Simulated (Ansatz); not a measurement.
# HPt16: the cost of one run

Program: Ansatz 0.2.0. Level of theory: DFT PBE, scalar-relativistic, plane waves, PAW. These are calculated values, not measurements.

## (1) The system as given

The structure is monoclinic, space group Cm (No. 8). Conventional cell: a = 9.612 Å, b = 5.549 Å, c = 19.797 Å, α = 90.00°, β = 90.00°, γ = 90.00°. Around Pt (site symmetry m) lie 9 Pt at 2.77 Å. Pt (site symmetry 1) is surrounded by 9 Pt at 2.77 Å. Around Pt (site symmetry 1) lie 12 Pt at 2.77 Å. Pt (site symmetry m) is surrounded by 12 Pt at 2.77 Å. Around Pt (site symmetry m) lie 12 Pt at 2.77 Å and 1 H at 2.83 Å. Only part of the 13 independent sites is listed.

Coordinates:

```cif
data_structure
_symmetry_space_group_name_H-M 'Cm'
_symmetry_Int_Tables_number 8
_cell_length_a 9.6118
_cell_length_b 5.5494
_cell_length_c 19.7966
_cell_angle_alpha 90.000
_cell_angle_beta 90.000
_cell_angle_gamma 90.000
_cell_volume 1055.94
loop_
_atom_site_label
_atom_site_type_symbol
_atom_site_symmetry_multiplicity
_atom_site_Wyckoff_symbol
_atom_site_fract_x
_atom_site_fract_y
_atom_site_fract_z
_atom_site_occupancy
Pt1 Pt 2 a 0.00000 0.00000 0.32834 1
Pt2 Pt 4 b 0.25000 0.25000 0.32834 1
Pt3 Pt 2 a 0.00000 0.50000 0.32834 1
Pt4 Pt 4 b 0.08333 0.25000 0.44278 1
Pt5 Pt 2 a 0.33333 0.50000 0.44278 1
Pt6 Pt 2 a 0.83333 0.50000 0.44278 1
Pt7 Pt 4 b 0.91667 0.25000 0.55722 1
Pt8 Pt 2 a 0.16667 0.50000 0.55722 1
Pt9 Pt 2 a 0.66667 0.50000 0.55722 1
Pt10 Pt 2 a 0.00000 0.00000 0.67166 1
Pt11 Pt 4 b 0.25000 0.25000 0.67166 1
Pt12 Pt 2 a 0.00000 0.50000 0.67166 1
H1 H 2 a 0.08333 0.50000 0.69439 1
```

## (2) Single point: HPt16 slab, no spin

File input.yaml:

```yaml
crystal:
  lattice:
    - [5.54937402, 0.0, 0.0]
    - [2.77468701, 4.80589888, 0.0]
    - [0.0, 0.0, 19.79656737]
  atoms:
    - { symbol: Pt, position: [0.0, 0.0, 0.328339751] }
    - { symbol: Pt, position: [0.5, 0.0, 0.328339751] }
    - { symbol: Pt, position: [0.0, 0.5, 0.328339751] }
    - { symbol: Pt, position: [0.5, 0.5, 0.328339751] }
    - { symbol: Pt, position: [0.1666666667, 0.1666666667, 0.442779917] }
    - { symbol: Pt, position: [0.6666666667, 0.1666666667, 0.442779917] }
    - { symbol: Pt, position: [0.1666666667, 0.6666666667, 0.442779917] }
    - { symbol: Pt, position: [0.6666666667, 0.6666666667, 0.442779917] }
    - { symbol: Pt, position: [0.8333333333, 0.3333333333, 0.557220083] }
    - { symbol: Pt, position: [0.3333333333, 0.3333333333, 0.557220083] }
    - { symbol: Pt, position: [0.8333333333, 0.8333333333, 0.557220083] }
    - { symbol: Pt, position: [0.3333333333, 0.8333333333, 0.557220083] }
    - { symbol: Pt, position: [0.0, 0.0, 0.671660249] }
    - { symbol: Pt, position: [0.5, 0.0, 0.671660249] }
    - { symbol: Pt, position: [0.0, 0.5, 0.671660249] }
    - { symbol: Pt, position: [0.5, 0.5, 0.671660249] }
    - { symbol: H, position: [0.1666666667, 0.4166666667, 0.6943914626] }
scf:
  occupations: { method: gaussian, width: 0.1 }
output:
  forces: true
  stress: false
hamiltonian:
  xc: pbe
kpoints:
  mp_grid: { grid: [6, 6, 1] }
```

On the command line:

```console
$ ansatz run input.yaml --threads 8 --pin off --max-ram 16384MiB --backend cpu --events-out ev --progress --plain --runs-dir out
```

Q: Estimate wall time and peak memory on 8 threads of Intel Xeon Platinum 8488C (Sapphire Rapids), shared host.

About 13 s, with a peak of 3.5 GiB.
